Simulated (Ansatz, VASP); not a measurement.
## Two plane-wave programs on In

```
In
1.0
    -1.69387    1.69387    2.39393
     1.69387   -1.69387    2.39393
     1.69387    1.69387   -2.39393
In
1
Direct
  0.00000 0.00000 0.00000
```

Alike in both runs: functional PBE; k mesh 18 × 18 × 18; occupations gaussian, width 0.1 eV; no spin polarisation.

Ansatz relaxed the structure, and its values are those at the end. VASP's run is a single point on that final structure, the one shown.

```csv
,VASP,Ansatz
version,VASP 6.6.1,Ansatz 0.2.0
potentials or method,"VASP PAW PBE potentials, release 64 (In_d)","scalar-relativistic, plane waves, PAW"
plane-wave cutoff (eV),520,420
valence electrons in the cell,13,13
```

|  | VASP | Ansatz | Ansatz less VASP |
| --- | --- | --- | --- |
| gap on the k mesh at the Fermi level (eV) | none | none | - |
| pressure (GPa) | 0.0 | 0.0 | +0.03 |

A gap of «none» marks a metal or a gap that the smearing closes. The functional is the same, so the differences come from potentials, cutoffs and numerics.
